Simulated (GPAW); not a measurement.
Runs of GPAW 26.7.0 on SnSe. Symmetry: Fm-3m, No. 225, cubic system. Conventional cell: a = 6.020 Å, b = 6.020 Å, c = 6.020 Å, α = 90.00°, β = 90.00°, γ = 90.00°. Around Sn (site symmetry m-3m) lie 6 Se at 3.01 Å. Around Se (site symmetry m-3m) lie 6 Sn at 3.01 Å. Measurements of this composition are mostly on another form, of space group No. 62.

| task | spin | cell | optimizer | fmax | max steps | target pressure | convergence | gap on the mesh (eV) | pressure (GPa) |
| --- | --- | --- | --- | --- | --- | --- | --- | --- | --- |
| relaxation of cell and atoms | off | relaxed to 10 GPa | BFGS | 0.02 eV/Å | 60 | 10 GPa | density=1e-05 forces=0.0001 | 0.58 | 10.0 |
| relaxation of cell and atoms | off | relaxed | BFGS | 0.02 eV/Å | 60 | - | density=1e-05 forces=0.0001 | (b) | 0.1 |
| relaxation of cell and atoms | off | relaxed to 20 GPa | BFGS | 0.02 eV/Å | 60 | 20 GPa | density=1e-05 forces=0.0001 | 0.44 | 20.0 |
| relaxation of cell and atoms | off | relaxed to 5 GPa | BFGS | 0.02 eV/Å | 60 | 5 GPa | density=1e-05 forces=0.0001 | 0.67 | 4.9 |
| band structure | off | as given | - | - | - | - | - | - | -2.1 |
| relaxation of cell and atoms | off | relaxed to 2 GPa | BFGS | 0.02 eV/Å | 60 | 2 GPa | density=1e-05 forces=0.0001 | (a) | 2.0 |
| relaxation of cell and atoms | off | relaxed to 30 GPa | BFGS | 0.02 eV/Å | 60 | 30 GPa | density=1e-05 forces=0.0001 | 0.21 | 30.0 |
| band structure | SOC, no magnetisation | as given | - | - | - | - | - | - | -2.1 |

Alike in all rows: level PBEsol; potentials or basis PAW data sets generated in the run's folder for this functional, pw; k mesh 8 × 8 × 8; cutoff (eV) 600; smearing fermi-dirac 0.05 eV.

Task: Fill in the values left out.

Result: (a) 0.74; (b) 0.76.

Caveats: spin-orbit coupling is left out, which moves the levels of the heavy elements (some runs); later steps reuse the first step's grids (some runs); spin-orbit coupling was added after a scalar SCF, so levels and gaps hold it while energy, forces, pressure and moments don't (some runs); this program's spin-orbit splittings come out too wide for heavy elements (some runs).

A k mesh can miss the band edges, and rows without SOC leave out spin-orbit coupling on Se, Sn.

Runs at the PBE level aren't shown here.
